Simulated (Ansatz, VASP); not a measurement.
**One calculation of KF (Carobbiite), two programs**

The input INCAR:

```
SYSTEM = KF
ALGO = Normal
EDIFF = 1E-6
ENCUT = 520
GGA = PS
ISIF = 2
ISMEAR = -1
LASPH = .TRUE.
LCHARG = .FALSE.
LREAL = .FALSE.
LWAVE = .FALSE.
NBANDS = 15
NELM = 60
PREC = Accurate
SIGMA = 0.05
```

The input KPOINTS:

```
k-points
0
G
  9 9 9
  0 0 0
```

Contents of POSCAR:

```
KF
1.0
    0.0000000000      2.7242525196      2.7242525196
    2.7242525196      0.0000000000      2.7242525196
    2.7242525196      2.7242525196      0.0000000000
K F
1 1
Direct
    0.0000000000      0.0000000000      0.0000000000
    0.5000000000      0.5000000000      0.5000000000
```

Contents of input.yaml:

```yaml
crystal:
  lattice:
    - [0.0, 2.7242525196, 2.7242525196]
    - [2.7242525196, 0.0, 2.7242525196]
    - [2.7242525196, 2.7242525196, 0.0]
  atoms:
    - { symbol: K, position: [0.0, 0.0, 0.0] }
    - { symbol: F, position: [0.5, 0.5, 0.5] }
hamiltonian:
  xc: pbesol
  pseudopotentials: { kind: paw, source: jth, xc_functional: pbe }
kpoints:
  mp_grid: { grid: [9, 9, 9] }
scf:
  occupations: { method: fermi_dirac, width: 0.05 }
output:
  forces: true
  stress: true
  eigenvalues: true
```

Alike in both runs: task single point; functional PBEsol; k mesh 9 × 9 × 9; occupations fermi-dirac, width 0.05 eV; no spin polarisation.

```csv
,VASP,Ansatz
version,VASP 6.6.1,Ansatz 0.2.0
potentials or method,"VASP PAW PBE potentials, release 64 (K_sv, F)",JTH PAW
plane-wave cutoff (eV),520,1500
valence electrons in the cell,16,16
```

|  | VASP | Ansatz | Ansatz less VASP |
| --- | --- | --- | --- |
| gap on the k mesh at the Fermi level (eV) | 5.75 | 5.76 | +0.007 |
| least direct gap on the mesh (eV) | 5.75 | 5.76 | +0.007 |
| pressure (GPa) | -2.2 | -2.0 | +0.16 |

Caveats: the PAW data sets were made with another functional, which shifts forces and pressure a little (VASP); an odd mesh through Γ misses points on the zone boundary, where band edges often lie (VASP); odd divisions of the mesh miss points on the zone boundary, where band edges often lie, so the gap on the mesh can be too wide (Ansatz). Expect the measured gap to be larger: semilocal functionals such as PBEsol lack the derivative discontinuity.
